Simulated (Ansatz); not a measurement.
The system is AlPt.

```
CELL_PARAMETERS angstrom
3.09155 0.00000 0.00000
0.00000 3.09155 0.00000
0.00000 0.00000 3.09155
ATOMIC_POSITIONS crystal
Pt 0.50000 0.50000 0.50000
Al 0.00000 0.00000 0.00000
```

Measurements of this composition are mostly on another form, of space group No. 198.

| Item | Value |
| --- | --- |
| Program | Ansatz 0.2.0 |
| Task | relaxation of cell and atoms |
| Functional | PBEsol0 |
| Potentials or basis | Ansatz PAW |
| Cutoff | 420 eV (not typed: the program's choice for these potentials) |
| k mesh | 5 × 5 × 5 |
| Occupations | fermi-dirac, width 0.05 eV |
| Spin | no spin polarisation |

At the start: volume 14.77 Å³/atom.

Where does the relaxation end?

It ends after 5 steps and the volume is 14.18 Å³/atom (-4.0 %); space group Pm-3m (No. 221, to 0.05 Å).

The path:
| step | energy change (eV) | largest force (eV/Å) | volume (Å³) |
| --- | --- | --- | --- |
| 1 | 0.0000 | 0.0000 | 29.55 |
| 2 | -0.0122 | 0.0000 | 27.47 |
| 3 | -0.0308 | 0.0000 | 28.42 |
| 4 | -0.0310 | 0.0000 | 28.35 |
| 5 | -0.0305 | 0.0000 | 28.35 |

Final structure:
```
Pt Al
1.0
     3.04934    0.00000    0.00000
     0.00000    3.04934    0.00000
     0.00000    0.00000    3.04934
Pt Al
1 1
Direct
  0.50000 0.50000 0.50000
  0.00000 0.00000 0.00000
```

Caveat: the k mesh is coarse (spacing up to 0.41 Å⁻¹), so the values aren't converged, least of all with exact exchange; the plane-wave basis is chosen anew once the cell has moved, so the energies of steps on either side of that aren't comparable; the PAW data sets come from PBE, with cores solved anew for the run's functional, which leaves a small shift of forces and pressure.
